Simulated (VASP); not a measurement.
Runs of VASP 6.6.1 on TiO2. Symmetry: P4_2/mnm, No. 136, tetragonal system. The conventional cell has a = 4.600 Å, b = 4.600 Å, c = 2.959 Å, α = 90.00°, β = 90.00°, γ = 90.00°. Ti (site symmetry mmm) has 6 O at 1.95 to 1.98 Å as nearest neighbours. O (site symmetry m2m) is surrounded by 3 Ti at 1.95 to 1.98 Å. The cell is a database's computed one.

| task | level | cell | cutoff (eV) | gap on the mesh (eV) | pressure (GPa) | relaxed volume (Å³/atom) |
| --- | --- | --- | --- | --- | --- | --- |
| relaxation of cell and atoms | BLYP+D3 | relaxed | 600 | 1.78 | 0.1 | (a) |
| relaxation of cell and atoms | BLYP+D3(BJ) | relaxed | 600 | 1.79 | -0.1 | 10.52 |
| band structure | LAK | as given | 520 | (c) | (b) | - |
| relaxation of cell and atoms | BLYP+D4 | relaxed | 600 | 1.80 | 0.0 | 10.56 |

Alike in all rows: potentials or basis VASP PAW PBE potentials, release 64 (Ti_sv, O); no spin polarisation; k mesh 6 × 6 × 9; smearing fermi-dirac 0.05 eV.

Problem. Estimate the missing entries.

Solution. (a) 10.72; (b) 5.9; (c) 2.36.

Caveats: the PAW data sets were made with another functional, which shifts forces and pressure a little; an odd mesh through Γ misses points on the zone boundary, where band edges often lie (some runs).

Runs at the PBE level aren't shown here.
